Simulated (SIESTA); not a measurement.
# WC (Qusongite) in SIESTA: convergence with EnergyShift

Input of the first run (EnergyShift 0.05); the others differ in this setting and in those tied to it:

The input WC.fdf:

```
SystemName                      Qusongite
SystemLabel                     WC
NumberOfSpecies                 2
NumberOfAtoms                   2
%block ChemicalSpeciesLabel
  1  74 W
  2   6 C
%endblock ChemicalSpeciesLabel

LatticeConstant                 1.0 Ang
%block LatticeVectors
     2.9065000000     0.0000000000     0.0000000000
    -1.4532500000     2.5171028361     0.0000000000
     0.0000000000     0.0000000000     2.8366000000
%endblock LatticeVectors
AtomicCoordinatesFormat         Fractional
%block AtomicCoordinatesAndAtomicSpecies
     0.0059450000     0.0066780000     0.0194740000  1  W
     0.6820890000     0.3248480000     0.5199400000  2  C
%endblock AtomicCoordinatesAndAtomicSpecies

%block kgrid.MonkhorstPack
    8   0   0  0.0
    0   8   0  0.0
    0   0   7  0.0
%endblock kgrid.MonkhorstPack
XC.Functional                   LDA
XC.Authors                      PW92
PAO.BasisSize                   DZP
PAO.EnergyShift                 0.05 Ry
Mesh.Cutoff                     800 Ry
OccupationFunction              FD
ElectronicTemperature           0.05 eV
MaxSCFIterations                120
SCF.MustConverge                false
SCF.Mixer.Method                Pulay
SCF.Mixer.Weight                0.25
SCF.Mixer.History               8
SCF.DM.Tolerance                5.0e-05
SCF.H.Tolerance                 1.0e-03 eV
WriteForces                     true
Charge.Mulliken                 end
%block PAO.Basis
  W 5
  n=5 0 2
    2.403 0.000
  n=6 0 2
    5.371 0.000
  n=5 1 2
    2.799 0.000
  n=6 1 1
    5.371
  n=5 2 2
    4.360 0.000
%endblock PAO.Basis
```

Potentials or basis: PseudoDojo 0.4 standard (LDA files), DZP (energy shift 0.05 Ry; two zetas on semicore shells).

The run is started by

```sh
$ siesta WC.fdf > WC.out 2>&1
```

The cell isn't the ideal one: atoms moved at random, drawn with an rms of 0.05 Å.

Hardware: 1 thread of Intel(R) Xeon(R) 6975P-C (Granite Rapids) (shared host).

| EnergyShift | energy less the tightest run, at zero smearing (meV/atom) | pressure (GPa) | largest force (eV/Å) | SCF cycles | CPU time (s) | peak memory (GiB) |
| --- | --- | --- | --- | --- | --- | --- |
| 0.05 | 1285.39 | -18.25 | 0.932 | 10 | 12 | 0.22 |
| 0.03 | 708.98 | -7.44 | 1.011 | 10 | 16 | 0.23 |
| 0.02 | 483.11 | -6.89 | 0.995 | 10 | 19 | 0.24 |
| 0.01 | 240.57 | -5.83 | 1.011 | 10 | 26 | 0.27 |
| 0.005 | 121.81 | -4.24 | 1.026 | 9 | 33 | 0.29 |
| 0.003 | 68.08 | -4.06 | 1.035 | 10 | 45 | 0.32 |
| 0.002 | 35.79 | -4.08 | 1.045 | 10 | 54 | 0.34 |
| 0.001 | 0.00 | -3.66 | 1.058 | 10 | 79 | 0.37 |

Not settled before the last step: the energy (to 1 meV/atom), the pressure (to 0.1 GPa), the largest force (to 0.005 eV/Å). The tightest run that finished is the yardstick and may itself not be fully converged.

Caveat, for the tightest run too: short orbitals over semicore shells can move pressures by several GPa; the basis of atomic orbitals isn't converged, which shifts pressures, moduli and gaps. Spin-orbit coupling is left out, which matters for the levels of W.
